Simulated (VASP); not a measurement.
# Te (R-3m) in VASP: further runs, part 2 of 2

VASP 6.6.1. The steps go on from the part before.

## (3) Relaxation of cell and atoms, PW91

INCAR reads:

```
SYSTEM = Te
  ALGO = Normal
  EDIFF = 1E-7
  EDIFFG = -0.01
  ENCUT = 600
  GGA = 91
  IBRION = 2
  ISIF = 3
  ISMEAR = -1
  LASPH = .TRUE.
  LCHARG = .FALSE.
  LREAL = .FALSE.
  LWAVE = .FALSE.
  NELM = 80
  NSW = 40
  PREC = Accurate
  SIGMA = 0.05
```

KPOINTS reads:

```
k-points
0
G
  9 9 9
  0 0 0
```

POSCAR reads:

```
Te
1.0
    2.3059043427      1.3313144930      1.6909537039
   -2.3059043427      1.3313144930      1.6909537039
    0.0000000000     -2.6626289860      1.6909537039
Te
1
Direct
    0.5000000000      0.5000000000      0.5000000000
```

Potentials or basis: VASP PAW PBE potentials, release 64 (Te).

On the command line:

```bash
> cat potpaw_PBE.64/Te/POTCAR > POTCAR
> mpirun -np 1 vasp_std > vasp.out
```

OUTCAR:

```text
SYSTEM = Te
   EDIFF = 1E-7
   EDIFFG = -0.01
   ENCUT = 600
   GGA = 91
   IBRION = 2
   ISIF = 3
   ISMEAR = -1
   LASPH = .TRUE.
   LREAL = .FALSE.
   NELM = 80
   NSW = 40
   PREC = Accurate

 ion  position               nearest neighbor table
   1  0.500  0.500  0.500-

  LATTYP: Found a trigonal (rhomboedric) cell.
 ALAT       =     3.1541904739
 COS(alpha) =    -0.0688991668

  Lattice vectors:

 A1 = (   2.3059043427,   1.3313144930,   1.6909537039)
 A2 = (  -2.3059043427,   1.3313144930,   1.6909537039)
 A3 = (   0.0000000000,  -2.6626289860,   1.6909537039)

Analysis of symmetry for initial positions (statically):
=====================================================================
 Subroutine PRICEL returns:
 Original cell was already a primitive cell.

 Routine SETGRP: Setting up the symmetry group for a
 trigonal (rhombohedral) supercell.

 Subroutine GETGRP returns: Found 12 space group operations
 (whereof 12 operations were pure point group operations)
 out of a pool of 12 trial point group operations.

The static configuration has the point symmetry D_3d.

Analysis of symmetry for dynamics (positions and initial velocities):
=====================================================================
 Subroutine PRICEL returns:
 Original cell was already a primitive cell.

 Routine SETGRP: Setting up the symmetry group for a
 trigonal (rhombohedral) supercell.

 Subroutine GETGRP returns: Found 12 space group operations
 (whereof 12 operations were pure point group operations)
 out of a pool of 12 trial point group operations.

The dynamic configuration has the point symmetry D_3d.

 Subroutine INISYM returns: Found 12 space group operations
 (whereof 12 operations are pure point group operations),
 and found     1 'primitive' translations

----------------------------------------------------------------------------------------

                                     Primitive cell

  volume of cell :      31.1462

  direct lattice vectors                    reciprocal lattice vectors
     2.305904343  1.331314493  1.690953704     0.216834667  0.125189553  0.197127415
    -2.305904343  1.331314493  1.690953704    -0.216834667  0.125189553  0.197127415
     0.000000000 -2.662628986  1.690953704     0.000000000 -0.250379107  0.197127415

  length of vectors
     3.154190474  3.154190474  3.154190474     0.318667405  0.318667405  0.318667405

  position of ions in fractional coordinates (direct lattice)
     0.500000000  0.500000000  0.500000000

  ion indices of the primitive-cell ions
   primitive index   ion index
                 1           1

----------------------------------------------------------------------------------------

 KPOINTS: k-points

Automatic generation of k-mesh.
 Grid dimensions read from file:
 generate k-points for:    9    9    9

 Generating k-lattice:
[... 43 lines left out ...]
 [... further k-points ...]
   k-points           NKPTS =     85   k-points in BZ     NKDIM =     85   number of bands    NBANDS=      7
   number of dos      NEDOS =    301   number of ions     NIONS =      1
   total plane-waves  NPLWV =  21952
   dimension x,y,z NGX =    28 NGY =   28 NGZ =   28
   dimension x,y,z NGXF=    56 NGYF=   56 NGZF=   56
   ions per type =               1
   NGX,Y,Z   is equivalent  to a cutoff of  14.76, 14.76, 14.76 a.u.
   NGXF,Y,Z  is equivalent  to a cutoff of  29.52, 29.52, 29.52 a.u.
 SYSTEM =  Te
   PREC   = accura    normal or accurate (medium, high low for compatibility)
   ISTART =      0    job   : 0-new  1-cont  2-samecut
   ICHARG =      2    charge: 1-file 2-atom 10-const
   ISPIN  =      1    spin polarized calculation?
   LNONCOLLINEAR =      F non collinear calculations
   LSORBIT =      F    spin-orbit coupling
   LASPH  =      T    aspherical Exc in radial PAW
   ENCUT  =  600.0 eV  44.10 Ry    6.64 a.u.   6.30  6.30  6.30*2*pi/ulx,y,z
   NELM   =     80;   NELMIN=  2; NELMDL= -5     # of ELM steps
   EDIFF  = 0.1E-06   stopping-criterion for ELM
   LREAL  =      F    real-space projection
   EDIFFG = -.1E-01   stopping-criterion for IOM
   NSW    =     40    number of steps for IOM
   IBRION =      2    ionic relax: 0-MD 1-quasi-New 2-CG
   NFREE  =      1    steps in history (QN), initial steepest desc. (CG)
   ISIF   =      3    stress and relaxation
   ISYM   =      2    0-nonsym 1-usesym 2-fastsym
   POTIM  = 0.5000    time-step for ionic-motion
   TEBEG  =    0.0;   TEEND  =   0.0 temperature during run
   PSTRESS=    0.0 pullay stress
   NELECT =       6.0000    total number of electrons
   NUPDOWN=      -1.0000    fix difference up-down
   EMIN   =  10.00;   EMAX   =-10.00  energy-range for DOS
   EFERMI =   0.00;   METHOD = LEGACY
   ISMEAR =    -1;   SIGMA  =   0.05  broadening in eV -4-tet -1-fermi 0-gaus
   EFERMI_NEDOS =   21; number of points for ismear=-14 and -15
   IALGO  =     38    algorithm
   IMIX   =      4    mixing-type and parameters
     AMIX     =   0.40;   BMIX     =  1.00
     AMIX_MAG =   1.60;   BMIX_MAG =  1.00
  volume/ion in A,a.u.               =      31.15       210.18
  Fermi-wavevector in a.u.,A,eV,Ry     =   0.945490  1.786717 12.162947  0.893951
  Thomas-Fermi vector in A             =   2.073397
   LORBIT       =      0    0 simple, 1 ext, 2 COOP (PROOUT), +10 PAW based schemes
   GGA     = 91    functional components
   LHFCALC =     F    Hartree Fock is set to
   AEXX    =    0.0000 exact exchange contribution
   IVDW    =     0    specifies the selected vdW correction
   LEPSILON=     F    determine dielectric tensor
   LRPA    =     F    only Hartree local field effects (RPA)
 conjugate gradient relaxation of ions
 non-spin polarized calculation
  energy-cutoff  :      600.00
  volume of cell :       31.15
 maximum number of plane-waves:      1069
 NGX is ok and might be reduce to    28
   NGX = 13   NGY = 13   NGZ = 13

--------------------------------------- Ionic step        1  -------------------------------------------

 number of electron       5.9999999 magnetization

 Free energy of the ion-electron system (eV)
  ---------------------------------------------------
  ext. energy  EPLUGINS =         0.00000000
  ---------------------------------------------------
  free energy    TOTEN  =        -3.11023162 eV

  energy without entropy =       -3.10480913  energy(sigma->0) =       -3.10752037

------------------------ aborting loop because EDIFF is reached ----------------------------------------

  FORCE on cell =-STRESS in cart. coord.  units (eV):
  Direction    XX          YY          ZZ          XY          YZ          ZX
  --------------------------------------------------------------------------------------
  -------------------------------------------------------------------------------------
  Total        0.5463810      0.5463810      0.5561854      0.0000000     -0.0000000      0.0000000
  in kB       28.1061421     28.1061421     28.6104876      0.0000000     -0.0000000      0.0000000
  external PRESSURE =      28.2742573 kB  Pullay stress =       0.0000000 kB
[... 267 lines left out ...]
--------------------------------------- Ionic step        9  -------------------------------------------

 number of electron       6.0000001 magnetization

 Free energy of the ion-electron system (eV)
  ---------------------------------------------------
  ext. energy  EPLUGINS =         0.00000000
  ---------------------------------------------------
  free energy    TOTEN  =        -3.12742737 eV

  energy without entropy =       -3.12174080  energy(sigma->0) =       -3.12458408

 E-fermi :   6.3146     XC(G=0):  -9.2787

 val. band max:        6.3021652501   @ k =  -0.1111   0.1111   0.0000
 cond. band min:       6.3235916427   @ k =  -0.1111   0.1111   0.1111
 fundamental gap:      0.0214263926
 Fermi energy:         6.3145913624

 k-point     1 :       0.0000    0.0000    0.0000
  band No.  band energies     occupation
      1      -7.2266      2.00000
      2       7.3610      0.00000
      3       7.5327      0.00000
      4       7.5327      0.00000
      5      12.3806      0.00000
      6      12.3806      0.00000
      7      12.7868      0.00000
[... 221 lines left out ...]
 k-point    24 :       0.4444    0.4444    0.0000
  band No.  band energies     occupation
      1      -3.9659      2.00000
      2       1.9296      2.00000
      3       2.1747      2.00000
      4       8.8623      0.00000
      5       9.9688      0.00000
      6      16.6645      0.00000
      7      18.5875      0.00000

 [... further k-points ...]

------------------------ aborting loop because EDIFF is reached ----------------------------------------

  FORCE on cell =-STRESS in cart. coord.  units (eV):
  Direction    XX          YY          ZZ          XY          YZ          ZX
  --------------------------------------------------------------------------------------
  -------------------------------------------------------------------------------------
  Total        0.0001446      0.0001446      0.0031374     -0.0000000     -0.0000000     -0.0000000
  in kB        0.0070299      0.0070299      0.1525108     -0.0000000     -0.0000000     -0.0000000
  external PRESSURE =       0.0555235 kB  Pullay stress =       0.0000000 kB
[... 16 lines left out ...]
  FREE ENERGIE OF THE ION-ELECTRON SYSTEM (eV)
  ---------------------------------------------------
  free  energy   TOTEN  =        -3.1274273665 eV

  energy  without entropy=       -3.1217408026  energy(sigma->0) =       -3.12458408

 reached required accuracy - stopping structural energy minimisation
```

OSZICAR:

```text
N       E                     dE             d eps       ncg     rms          rms(c)
DAV:   1     0.203387270620E+02    0.20339E+02   -0.27543E+03  1190   0.761E+02
DAV:   2    -0.253041383196E+01   -0.22869E+02   -0.22062E+02  1610   0.845E+01
DAV:   3    -0.310247566165E+01   -0.57206E+00   -0.56393E+00  1428   0.185E+01
[... 80 lines left out ...]
DAV:   2    -0.312769426409E+01    0.55367E-03   -0.70372E-04  1281   0.194E-01    0.771E-02
DAV:   3    -0.312742864313E+01    0.26562E-03   -0.61811E-04  1253   0.127E-01    0.894E-02
DAV:   4    -0.312742703792E+01    0.16052E-05   -0.11882E-05  1890   0.265E-02    0.882E-02
DAV:   5    -0.312742728206E+01   -0.24414E-06   -0.58193E-07  1309   0.542E-03    0.269E-02
DAV:   6    -0.312742736649E+01   -0.84429E-07   -0.14888E-07  1540   0.274E-03
   9 F= -.31274274E+01 E0= -.31245841E+01  d E =-.465400E-04
```

CONTCAR:

```text
Te
   1.00000000000000
     2.2977010007895671    1.3265782913395430    1.8022180275788939
    -2.2977010007895662    1.3265782913395430    1.8022180275788939
     0.0000000000000004   -2.6531565826790859    1.8022180275788942
  Te
     1
Direct
     0.5000000000000000    0.5000000000000000    0.5000000000000000

  0.00000000E+00  0.00000000E+00  0.00000000E+00
```

It took 67 s on 1 thread of AMD EPYC 9R45 (Zen 5), shared host; peak memory 0.14 GiB.

Results:

```
Free energy                            : -3.1274 eV
Relaxed volume                         : 32.96 Å³/atom
Relaxed cell                           : a = 3.207 Å, b = 3.207 Å, c = 3.207 Å, α = 91.51°, β = 91.51°, γ = 91.51°
Space group after relaxing (to 0.05 Å) : R-3m (No. 166)
Energy gained by relaxing              : 17.2 meV/atom
Ionic steps                            : 9
Pressure after relaxing                : 0.0 GPa
Band gap on the k mesh                 : none (metal or under the smearing width)
```

The path:
```tsv
step	energy change (eV)	largest force (eV/Å)	pressure (GPa)	volume (Å³)
1	0.0000	0.0000	2.83	31.15
2	-0.0094	0.0000	-1.33	33.69
3	-0.0135	0.0000	0.00	32.75
4	-0.0141	0.0000	0.00	32.78
5	-0.0157	0.0000	-0.04	32.88
6	-0.0171	0.0000	-0.13	33.05
7	-0.0171	0.0000	-0.14	33.06
8	-0.0168	0.0000	0.43	32.69
9	-0.0172	0.0000	0.01	32.96
```

Final structure:
```
Te
1.0
     2.29770    1.32658    1.80222
    -2.29770    1.32658    1.80222
     0.00000   -2.65316    1.80222
Te
1
Direct
  0.50000 0.50000 0.50000
```

Caveat: the PAW data sets were made with another functional, which shifts forces and pressure a little. The run has no spin-orbit coupling, so splittings on Te are missing.

## (4) Relaxation of cell and atoms, r2SCAN

INCAR, as its differences from that of step 3:

```diff
@@ -5,3 +5,2 @@
   ENCUT = 600
-  GGA = 91
   IBRION = 2
@@ -11,4 +10,6 @@
   LCHARG = .FALSE.
+  LMIXTAU = .TRUE.
   LREAL = .FALSE.
   LWAVE = .FALSE.
+  METAGGA = R2SCAN
   NELM = 80
```

KPOINTS is that of step 3.

POSCAR is that of step 3.

On the command line:

```bash
> cat potpaw_PBE.64/Te/POTCAR > POTCAR
> mpirun -np 1 vasp_std > vasp.out
```

Run time: 6.5 min. Hardware: 1 thread of AMD EPYC 9R45 (Zen 5), shared host; peak memory 0.15 GiB.

The run converged. Its results:

* Free energy: -25.3363 eV
* Relaxed volume: 32.47 Å³/atom
* Relaxed cell: a = 3.192 Å, b = 3.192 Å, c = 3.192 Å, α = 91.94°, β = 91.94°, γ = 91.94°
* Space group after relaxing (to 0.05 Å): R-3m (No. 166)
* Energy gained by relaxing: 9.8 meV/atom
* Ionic steps: 9
* Pressure after relaxing: 0.0 GPa
* Band gap on the k mesh: none (metal or under the smearing width)

The path:
```
step  energy change (eV)  largest force (eV/Å)  pressure (GPa)  volume (Å³)
   1              0.0000                0.0000            2.10        31.15
   2             -0.0046                0.0000           -1.14        33.02
   3             -0.0072                0.0000            0.00        32.29
   4             -0.0076                0.0000            0.00        32.31
   5             -0.0087                0.0000           -0.03        32.39
   6             -0.0098                0.0000           -0.13        32.54
   7             -0.0098                0.0000           -0.14        32.55
   8             -0.0095                0.0000            0.45        32.21
   9             -0.0098                0.0000            0.01        32.47
```

Final structure:
```
Te
1.0
     2.29494    1.32499    1.77962
    -2.29494    1.32499    1.77962
     0.00000   -2.64997    1.77962
Te
1
Direct
  0.50000 0.50000 0.50000
```

Levels at points of the mesh, in eV from the Fermi level:
```csv
k point,band 1,band 2,band 3,band 4,band 5,band 6
"(0.00, 0.00, 0.00)",-14.30,1.05,1.31,1.31,6.34,6.34
```

Caveat: the PAW data sets were made with another functional, which shifts forces and pressure a little.

## (5) Relaxation of cell and atoms, SCAN

INCAR, as its differences from that of step 4:

```diff
@@ -13,3 +13,3 @@
   LWAVE = .FALSE.
-  METAGGA = R2SCAN
+  METAGGA = SCAN
   NELM = 80
```

KPOINTS is that of step 4.

POSCAR is that of step 4.

Potentials or basis: VASP PAW PBE potentials, release 64 (Te).

On the command line:

```bash
> cat potpaw_PBE.64/Te/POTCAR > POTCAR
> mpirun -np 1 vasp_std > vasp.out
```

OUTCAR:

```text
SYSTEM = Te
   EDIFF = 1E-7
   EDIFFG = -0.01
   ENCUT = 600
   IBRION = 2
   ISIF = 3
   ISMEAR = -1
   LASPH = .TRUE.
   LREAL = .FALSE.
   METAGGA = SCAN
   NELM = 80
   NSW = 40
   PREC = Accurate

 ion  position               nearest neighbor table
   1  0.500  0.500  0.500-

  LATTYP: Found a trigonal (rhomboedric) cell.
 ALAT       =     3.1541904739
 COS(alpha) =    -0.0688991668

  Lattice vectors:

 A1 = (   2.3059043427,   1.3313144930,   1.6909537039)
 A2 = (  -2.3059043427,   1.3313144930,   1.6909537039)
 A3 = (   0.0000000000,  -2.6626289860,   1.6909537039)

Analysis of symmetry for initial positions (statically):
=====================================================================
[... 361 lines left out ...]

 val. band max:        6.8993290454   @ k =  -0.1111   0.1111   0.0000
 cond. band min:       6.9239986433   @ k =  -0.3333   0.4444   0.2222
 fundamental gap:      0.0246695980
 Fermi energy:         6.9138134810

 k-point     1 :       0.0000    0.0000    0.0000
  band No.  band energies     occupation
      1      -7.4779      2.00000
      2       8.0068      0.00000
      3       8.2489      0.00000
      4       8.2489      0.00000
      5      13.0604      0.00000
      6      13.0604      0.00000
      7      13.7296      0.00000
[... 221 lines left out ...]
 k-point    24 :       0.4444    0.4444    0.0000
  band No.  band energies     occupation
      1      -3.7891      2.00000
      2       2.0397      2.00000
      3       2.3681      2.00000
      4       9.2600      0.00000
      5      11.0483      0.00000
      6      17.6617      0.00000
      7      19.6150      0.00000

 [... further k-points ...]

------------------------ aborting loop because EDIFF is reached ----------------------------------------

  FORCE on cell =-STRESS in cart. coord.  units (eV):
  Direction    XX          YY          ZZ          XY          YZ          ZX
  --------------------------------------------------------------------------------------
  -------------------------------------------------------------------------------------
  Total       -0.0007558     -0.0007558     -0.0028448     -0.0000000      0.0000000      0.0000000
  in kB       -0.0385554     -0.0385554     -0.1451149     -0.0000000      0.0000000      0.0000000
  external PRESSURE =      -0.0740752 kB  Pullay stress =       0.0000000 kB
[... 16 lines left out ...]
  FREE ENERGIE OF THE ION-ELECTRON SYSTEM (eV)
  ---------------------------------------------------
  free  energy   TOTEN  =       -37.2231703232 eV

  energy  without entropy=      -37.2184889719  energy(sigma->0) =      -37.22082965

 reached required accuracy - stopping structural energy minimisation
```

OSZICAR:

```text
N       E                     dE             d eps       ncg     rms          rms(c)
DAV:   1    -0.139253776323E+02   -0.13925E+02   -0.28409E+03  1190   0.787E+02
DAV:   2    -0.375622498754E+02   -0.23637E+02   -0.22800E+02  1617   0.869E+01
DAV:   3    -0.381566617701E+02   -0.59441E+00   -0.58602E+00  1421   0.193E+01
DAV:   4    -0.381606470596E+02   -0.39853E-02   -0.39743E-02  1701   0.185E+00
[... 147 lines left out ...]
DAV:   8    -0.372231694627E+02    0.32460E-06   -0.20226E-06  1295   0.232E-02    0.137E-02
DAV:   9    -0.372231696001E+02   -0.13741E-06   -0.19071E-07  1414   0.542E-03    0.990E-03
DAV:  10    -0.372231699897E+02   -0.38960E-06   -0.20158E-07  1246   0.737E-03    0.740E-03
DAV:  11    -0.372231703338E+02   -0.34412E-06   -0.14242E-08   609   0.186E-03    0.568E-03
DAV:  12    -0.372231703232E+02    0.10607E-07   -0.58141E-09   595   0.121E-03
  10 F= -.37223170E+02 E0= -.37220830E+02  d E =-.127120E-03
```

CONTCAR:

```text
Te
   1.00000000000000
     2.2681580758765922    1.3095216756877865    1.7624524968502953
    -2.2681580758765922    1.3095216756877857    1.7624524968502953
    -0.0000000000000000   -2.6190433513755682    1.7624524968502953
  Te
     1
Direct
     0.5000000000000000    0.5000000000000000    0.5000000000000000

  0.00000000E+00  0.00000000E+00  0.00000000E+00
```

Wall time 9.9 min (1 thread of AMD EPYC 9R45 (Zen 5), shared host); peak memory 0.16 GiB.

What came out:

```yaml
Free_energy: -37.2232 eV
Relaxed_volume: 31.41 Å³/atom
Relaxed_cell: a = 3.157 Å, b = 3.157 Å, c = 3.157 Å, α = 91.86°, β = 91.86°, γ = 91.86°
Space_group_after_relaxing_to_0.05_Å: R-3m (No. 166)
Energy_gained_by_relaxing: 1.7 meV/atom
Ionic_steps: 10
Pressure_after_relaxing: 0.0 GPa
Band_gap_on_the_k_mesh: none (metal or under the smearing width)
```

Step by step:
| step | energy change (eV) | largest force (eV/Å) | pressure (GPa) | volume (Å³) |
| --- | --- | --- | --- | --- |
| 1 | 0.0000 | 0.0000 | 0.22 | 31.15 |
| 2 | -0.0001 | 0.0000 | -0.13 | 31.34 |
| 3 | -0.0001 | 0.0000 | -0.07 | 31.31 |
| 4 | -0.0002 | 0.0000 | -0.08 | 31.32 |
| 5 | -0.0006 | 0.0000 | -0.10 | 31.37 |
| 6 | -0.0012 | 0.0000 | -0.17 | 31.46 |
| 7 | -0.0013 | 0.0000 | -0.38 | 31.62 |
| 8 | -0.0016 | 0.0000 | -0.27 | 31.54 |
| 9 | -0.0017 | 0.0000 | -0.12 | 31.47 |
| 10 | -0.0017 | 0.0000 | -0.01 | 31.41 |

Final structure:
```cif
data_structure
_symmetry_space_group_name_H-M 'P 1'
_symmetry_Int_Tables_number 1
_cell_length_a 3.1568
_cell_length_b 3.1568
_cell_length_c 3.1568
_cell_angle_alpha 91.860
_cell_angle_beta 91.860
_cell_angle_gamma 91.860
_cell_volume 31.41
loop_
_atom_site_label
_atom_site_type_symbol
_atom_site_fract_x
_atom_site_fract_y
_atom_site_fract_z
_atom_site_occupancy
Te1 Te 0.50000 0.50000 0.50000 1
```

Caveat: the PAW data sets were made with another functional, which shifts forces and pressure a little.

## (6) The reference run

An earlier run on the cell as given: functional PBE; potentials or basis VASP PAW PBE potentials, release 64 (Te); cutoff 520 eV; k mesh 9 × 9 × 9; occupations fermi-dirac, width 0.05 eV; no spin polarisation.

- Pressure: 2.6 GPa
- Band gap on the k mesh: none (metal or under the smearing width)

## (7) Overview

```csv
task,level,cell,cutoff (eV),gap on the mesh (eV),pressure (GPa),relaxed volume (Å³/atom)
relaxation of cell and atoms,AM05,relaxed,600,none,0.0,31.41
relaxation of cell and atoms,PW91,relaxed,600,none,0.0,32.96
relaxation of cell and atoms,r2SCAN,relaxed,600,none,0.0,32.47
relaxation of cell and atoms,SCAN,relaxed,600,none,0.0,31.41
single point,PBE,as given,520,none,2.6,-
```

Alike in all rows: potentials or basis VASP PAW PBE potentials, release 64 (Te); no spin polarisation; k mesh 9 × 9 × 9; smearing fermi-dirac 0.05 eV.

Caveats: the PAW data sets were made with another functional, which shifts forces and pressure a little (some runs).

Absolute energies hang on the potentials; compare differences alone.
